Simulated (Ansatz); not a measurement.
# Te2Mo in Ansatz: a series of runs

Aim: see how the results for Te2Mo move with the level of theory and the settings. Levels: LDA, PBEsol. Tasks: band structure.

Everything below comes from runs of Ansatz 0.2.0. Logs are shortened: lines on timing, memory, paths and dates and some standing lists are left out, and cuts for length are marked.

## 1. Starting point

The cell holds a slab with vacuum, 3 atoms: a = 3.560 Å, b = 3.560 Å, c = 17.524 Å, α = 90.00°, β = 90.00°, γ = 120.00°.

## 2. Band structure, LDA

input.yaml reads:

```yaml
crystal:
  lattice:
    - [3.560232814, 0.0, 0.0]
    - [-1.780116407, 3.0832520603, 0.0]
    - [0.0, 0.0, 17.52405782]
  atoms:
    - { symbol: Te, position: [0.3333333333, 0.6666666667, 0.10214455] }
    - { symbol: Te, position: [0.3333333333, 0.6666666667, 0.89785545] }
    - { symbol: Mo, position: [0.0, 0.0, 0.0] }
hamiltonian:
  xc: lda
  pseudopotentials: { kind: paw }
kpoints:
  mp_grid: { grid: [9, 9, 2] }
  band_path:
    path:
      - [[0.0, 0.0, 0.0], [0.5, 0.0, 0.0], [0.3333333333, 0.3333333333, 0.0], [0.0, 0.0, 0.0], [0.0, 0.0, 0.5], [0.5, 0.0, 0.5], [0.3333333333, 0.3333333333, 0.5], [0.0, 0.0, 0.5]]
      - [[0.5, 0.0, 0.5], [0.5, 0.0, 0.0]]
      - [[0.3333333333, 0.3333333333, 0.0], [0.3333333333, 0.3333333333, 0.5]]
    npoints: 14
scf:
  occupations: { method: fermi_dirac, width: 0.05 }
  n_extra_bands: 7
output:
  forces: true
  stress: true
  eigenvalues: true
  fatbands: true
```

Potentials or basis: Ansatz PAW.

Run with:

```bash
$ ansatz run input.yaml --threads 2 --pin off --max-ram 5632MiB --backend cpu --events-out ev --progress --plain --runs-dir out
```

Output:

```text
Warning: RAYON_NUM_THREADS=2 ignored (pool sized by the plan → 2); use --threads N
scf.n_extra_bands = 7 over 23 filled bands (N_el = 46.0): the run solves 30 bands
Engine: ansatz 0.2.0, aarch64-unknown-linux-gnu
Pseudopotentials: kind: paw
Pseudopotential: Te, paw, valence charge 16, recommended cutoff 420 eV (normal), Te.paw.azcp
Pseudopotential: Mo, paw, valence charge 14, recommended cutoff 420 eV (normal), Mo.paw.azcp
Functional definition: SPW92
  exchange = slater_x
  correlation = pw_c
Crystal: 3 atoms, lattice volume = 192.363 Å³
Basis set: ecut = 420 eV, 3701 PW (Γ)
Bands: 30, of which v1, the nominal top of the filled ones, is band 23 counted from 1 (22 counted from 0)
Symmetry: 12 space group operations
Space group: P-6m2 (ITA 187), of the structure as read, at distance tolerance 5.8e-5 Å
k-points: 24 of 162 (time reversal used)
Non-local potential: Te, projectors of the file, l = 0: 2, l = 1: 2, l = 2: 2, l = 3: 2
Non-local potential: Mo, projectors of the file, l = 0: 3, l = 1: 2, l = 2: 2, l = 3: 1
PAW form: soft (Blöchl's): semilocal exchange-correlation on the pseudo side does not see the compensation charge
PAW frozen core: Te, regenerated for the run's functional, and the local potential with it (the file was generated under x = pbe(κ = 0.804, μ = 0.2195149727645171), c = pbe(β = 0.06672455060314922))
PAW frozen core: Mo, regenerated for the run's functional, and the local potential with it (the file was generated under x = pbe(κ = 0.804, μ = 0.2195149727645171), c = pbe(β = 0.06672455060314922))
PAW one-centre angular grid: Te, 590 points (default); XC on 64 Gauss nodes
PAW one-centre angular grid: Mo, 590 points (default); XC on 64 Gauss nodes
Initial density: superposition of atomic densities (neutral atoms: chi_scale 0, normalization atom), corrected by the library's trained network
Initial wavefunctions: pseudopotential atomic-orbital guess
Functional: x = slater, c = lda
SCF iter   1: F=—  HF=-18497.906545 eV  |F-HF|=—  |Δ(HF+E_count)|=         —  Δρ=4.55e-3  dr2=2.00e-2  ethr=1.77e-3  ⟨swp⟩=9.6  Hψ=3725  notcnv=0  defer=1
preconditioner: auto → Resta (q_TF=auto, 2.149 Å⁻¹)  ε∞=2.9  [insulator: Δε(μ)=1.065 eV  Ē_g=8.201 eV  σ=0.050 eV  W_gap=1.00  n_scr=28 (ndim 8)  ℏωp=11.4 eV  f_vac=0.584  D(μ)=0.00/eV (n_scr^D=0)  ε∞_Penn≈2.9  vacuum switching on, ρ_ref=4.9e-3 e/Å³]
SCF iter   2: F=—  HF=-18497.905916 eV  |F-HF|=—  |Δ(HF+E_count)|=   6.29e-4  Δρ=2.55e-3  dr2=1.58e-2  ethr=4.35e-5  ⟨swp⟩=2.0  Hψ=1234  notcnv=0  defer=25
SCF iter   3: F=—  HF=-18497.906699 eV  |F-HF|=—  |Δ(HF+E_count)|=   7.82e-4  Δρ=2.00e-3  dr2=1.70e-2  ethr=3.43e-5  ⟨swp⟩=2.0  Hψ=958  notcnv=0  defer=25
SCF iter   4: F=—  HF=-18497.905192 eV  |F-HF|=—  |Δ(HF+E_count)|=   1.51e-3  Δρ=2.22e-4  dr2=6.62e-5  ethr=3.43e-5  ⟨swp⟩=2.2  Hψ=811  notcnv=0  defer=25
SCF iter   5: F=—  HF=-18497.905226 eV  |F-HF|=—  |Δ(HF+E_count)|=   3.43e-5  Δρ=6.64e-5  dr2=1.04e-5  ethr=1.44e-7  ⟨swp⟩=3.1  Hψ=1356  notcnv=0  defer=29
SCF iter   6: F=—  HF=-18497.905228 eV  |F-HF|=—  |Δ(HF+E_count)|=   2.43e-6  Δρ=2.04e-5  dr2=1.21e-6  ethr=2.27e-8  ⟨swp⟩=2.1  Hψ=852  notcnv=0  defer=29
SCF iter   7: F=—  HF=-18497.905229 eV  |F-HF|=—  |Δ(HF+E_count)|=   7.30e-7  Δρ=5.19e-6  dr2=1.00e-7  ethr=2.64e-9  ⟨swp⟩=2.0  Hψ=857  notcnv=0  defer=29
SCF iter   8: F=-18497.905229 eV  HF=-18497.905229 eV  |F-HF|=2.65e-9  |Δ(HF+E_count)|=   3.28e-8  Δρ=1.01e-6  dr2=6.68e-9  ethr=2.17e-10  ⟨swp⟩=12.0  Hψ=2922  notcnv=0
SCF 1 converged in 8 iterations: F = -18497.905229 eV  dr2 = 6.68e-9
NSCF: frozen V_eff on 129 k-points
SCF converged after 8 iterations
Free energy (F): -18497.905229 eV
Harris-Foulkes:  -18497.905229 eV  (|F-HF|=2.65e-9)
Internal energy: -18497.905227 eV  (E = F + TS)
E sigma→0 (E₀):  -18497.905228 eV
Entropy (-TS):   -0.000002 eV (-0.001 meV/atom)
Fermi energy:    2.029409 eV
--- Per-component energies (eV) ---
  E_band       = -1062.783037
  E_kinetic    = 805.796459
  E_local      = -27279.836114  (includes V_loc(G=0)·N_el)
  E_nonlocal   = -460.346287
  E_hartree    = 13611.935795
  E_xc         = -430.007650
  E_vxc        = -438.267348  (∫ρ·V_xc dr)
  E_paw        = -12110.516170  (= ΣΔE_a)
  E_vpaw       = -913.988718  (= ΣTr[D̂ρ^β])
  E_aug_tail   = -0.000351  (compensation charges beyond the density's cutoff)
  E_ewald      = 7363.238951
  E_core_change = 1.830139  (= ΣΔE_core)
  E_smearing   = -0.000002  (= −TS)
  E_closure    = 0.000000  (closes the sum)
  Σ components = -18497.905229   (vs F -18497.905229, Δ=0.00e0)
--- Forces (eV/Å), atoms counted from 1 ---
  atom   1  Te     0.00000000    -0.00000000    -0.42217666
  atom   2  Te     0.00000000    -0.00000000     0.42217666
  atom   3  Mo     0.00000000     0.00000000     0.00000000
  max |Σ_I F_I| component: 0.00e0 eV/Å
--- Stress (GPa, compression-positive) ---
       -2.056034       0.000000       0.000000
        0.000000      -2.056034       0.000000
        0.000000       0.000000      -1.259188
  P = ⅓ Tr σ = -1.7904 GPa (-17.904 kbar)
--- Band table (eV; the first three rows and the last of 24) ---
  k-point 0: bands = ["-59.0171", "-34.8413", "-34.8413", "-34.8286", "-34.8286", "-34.7756", "-34.7756", "-34.7643", "-34.7643", "-34.7527", "-34.7429", "-33.2152", "-33.0855", "-33.0855", "-11.0736", "-10.1079", "-3.3886", "-0.1772", "-0.1772", "-0.1108", "0.6132", "0.6132", "1.1300", "4.5502", "4.5502", "4.8359", "4.8359", "5.8417", "6.3721", "7.1625"]
  k-point 1: bands = ["-59.0171", "-34.8413", "-34.8413", "-34.8286", "-34.8286", "-34.7756", "-34.7756", "-34.7643", "-34.7643", "-34.7527", "-34.7429", "-33.2152", "-33.0855", "-33.0855", "-11.0736", "-10.1079", "-3.3886", "-0.1772", "-0.1772", "-0.1108", "0.6132", "0.6132", "1.1300", "4.5502", "4.5502", "4.8359", "4.8359", "5.9307", "6.1667", "7.5732"]
  k-point 2: bands = ["-59.0162", "-34.8399", "-34.8388", "-34.8306", "-34.8264", "-34.7766", "-34.7761", "-34.7675", "-34.7646", "-34.7517", "-34.7417", "-33.2073", "-33.1006", "-33.0882", "-10.9103", "-9.9966", "-3.2080", "-0.5418", "-0.4572", "-0.0415", "0.3991", "0.7742", "1.1003", "3.9648", "4.0081", "4.4985", "4.6952", "6.1219", "6.5759", "7.4881"]
  k-point 23: bands = ["-59.0083", "-34.8461", "-34.8246", "-34.8180", "-34.8176", "-34.7947", "-34.7818", "-34.7696", "-34.7694", "-34.7467", "-34.7317", "-33.1921", "-33.1485", "-33.1411", "-8.9014", "-8.6552", "-2.9214", "-2.7723", "-2.2145", "-1.3758", "-1.3376", "-0.1416", "1.5051", "2.5485", "3.4601", "4.0305", "5.5409", "6.6208", "6.6777", "8.8658"]
```

bands.tsv:

```text
# k_distance	band_0	band_1	band_2	band_3	band_4	band_5	band_6	band_7	band_8	band_9	band_10	band_11	band_12	band_13	band_14	band_15	band_16	band_17	band_18	band_19	band_20	band_21	band_22	band_23	band_24	band_25	band_26	band_27	band_28	band_29
[... 148 lines left out ...]
6.092506	-61.037679	-36.875476	-36.854043	-36.847425	-36.846991	-36.824073	-36.811243	-36.799015	-36.798812	-36.776125	-36.761094	-35.221531	-35.177906	-35.170559	-10.930801	-10.684576	-4.950856	-4.801724	-4.243867	-3.405179	-3.367024	-2.170980	-0.524264	0.519104	1.430697	2.001140	3.511510	4.591386	4.648296	6.836455
6.105311	-61.037679	-36.875476	-36.854043	-36.847425	-36.846991	-36.824073	-36.811243	-36.799015	-36.798812	-36.776125	-36.761094	-35.221531	-35.177906	-35.170559	-10.930801	-10.684576	-4.950856	-4.801724	-4.243867	-3.405179	-3.367024	-2.170980	-0.524264	0.519104	1.430697	2.001140	3.511510	4.591386	4.648296	6.836439
```

Run time: 41 s. Hardware: 2 threads of Arm Neoverse V1, shared host; peak memory 0.61 GiB.

Results:

| Property | Result |
| --- | --- |
| Free energy | -18497.9052 eV |
| Largest force | 0.422 eV/Å |
| Band gap on the k mesh | 1.04 eV, direct |
| Band gap along the path | 1.04 eV, direct |

Forces on the atoms (eV/Å):
```
Te   0.000  0.000 -0.422
Te   0.000  0.000  0.422
Mo   0.000  0.000  0.000
```

Levels at the corners of the path, in eV from the valence-band top:
```
point  band 19  band 20  band 21  band 22  band 23  band 24  band 25  band 26  band 27  band 28
    Γ    -1.68    -1.62    -0.89    -0.89    -0.38     3.05     3.05     3.33     3.33     4.34
    M    -3.27    -2.28    -1.54    -0.69    -0.34     1.39     1.73     3.30     3.70     3.95
    K    -3.72    -2.88    -2.84    -1.65     0.00     1.04     1.96     2.53     4.04     5.12
    Γ    -1.68    -1.62    -0.89    -0.89    -0.38     3.05     3.05     3.33     3.33     4.34
    A    -1.68    -1.62    -0.89    -0.89    -0.38     3.05     3.05     3.33     3.33     4.43
    L    -3.27    -2.28    -1.54    -0.69    -0.34     1.39     1.73     3.30     3.70     3.95
    H    -3.72    -2.88    -2.84    -1.65     0.00     1.04     1.96     2.53     4.04     5.12
    A    -1.68    -1.62    -0.89    -0.89    -0.38     3.05     3.05     3.33     3.33     4.43
    L    -3.27    -2.28    -1.54    -0.69    -0.34     1.39     1.73     3.30     3.70     3.95
    M    -3.27    -2.28    -1.54    -0.69    -0.34     1.39     1.73     3.30     3.70     3.95
    K    -3.72    -2.88    -2.84    -1.65     0.00     1.04     1.96     2.53     4.04     5.12
    H    -3.72    -2.88    -2.84    -1.65     0.00     1.04     1.96     2.53     4.04     5.12
```

Caveat: spin-orbit coupling is left out, which moves the levels of the heavy elements; the PAW data sets come from PBE, with cores solved anew for the run's functional, which leaves a small shift of forces and pressure.

## 3. Band structure, PBEsol

input.yaml, as its differences from that of step 2:

```diff
@@ -10,3 +10,3 @@
 hamiltonian:
-  xc: lda
+  xc: pbesol
   pseudopotentials: { kind: paw }
@@ -27,2 +27,2 @@
   eigenvalues: true
-  fatbands: true
+  fatbands: false
```

Potentials or basis: Ansatz PAW.

Run with:

```bash
$ ansatz run input.yaml --threads 2 --pin off --max-ram 5632MiB --backend cpu --events-out ev --progress --plain --runs-dir out
```

It took 22 s on 2 threads of Arm Neoverse V1, shared host; peak memory 0.63 GiB.

The run converged. Its results:

* Free energy: -18701.2467 eV
* Largest force: 0.175 eV/Å
* Band gap on the k mesh: 1.05 eV, direct
* Band gap along the path: 1.05 eV, direct

Forces on the atoms (eV/Å):
```
Te   0.000  0.000 -0.175
Te   0.000  0.000  0.175
Mo   0.000  0.000  0.000
```

Stress tensor (GPa, compression positive):
```
-1.35  0.00  0.00
 0.00 -1.35  0.00
 0.00  0.00 -0.52
```

Levels at the corners of the path, in eV from the valence-band top:
```tsv
point	band 21	band 22	band 23	band 24	band 25	band 26
Γ	-0.90	-0.90	-0.38	3.06	3.06	3.35
M	-1.55	-0.72	-0.34	1.39	1.74	3.32
K	-2.87	-1.66	0.00	1.05	1.95	2.53
Γ	-0.90	-0.90	-0.38	3.06	3.06	3.35
A	-0.90	-0.90	-0.38	3.06	3.06	3.35
L	-1.55	-0.72	-0.34	1.39	1.74	3.32
H	-2.87	-1.66	0.00	1.05	1.95	2.53
A	-0.90	-0.90	-0.38	3.06	3.06	3.35
L	-1.55	-0.72	-0.34	1.39	1.74	3.32
M	-1.55	-0.72	-0.34	1.39	1.74	3.32
K	-2.87	-1.66	0.00	1.05	1.95	2.53
H	-2.87	-1.66	0.00	1.05	1.95	2.53
```

Caveat: spin-orbit coupling is left out, which moves the levels of the heavy elements; the PAW data sets come from PBE, with cores solved anew for the run's functional, which leaves a small shift of forces and pressure. A hybrid or GW would open this gap; PBEsol tends to underestimate it.
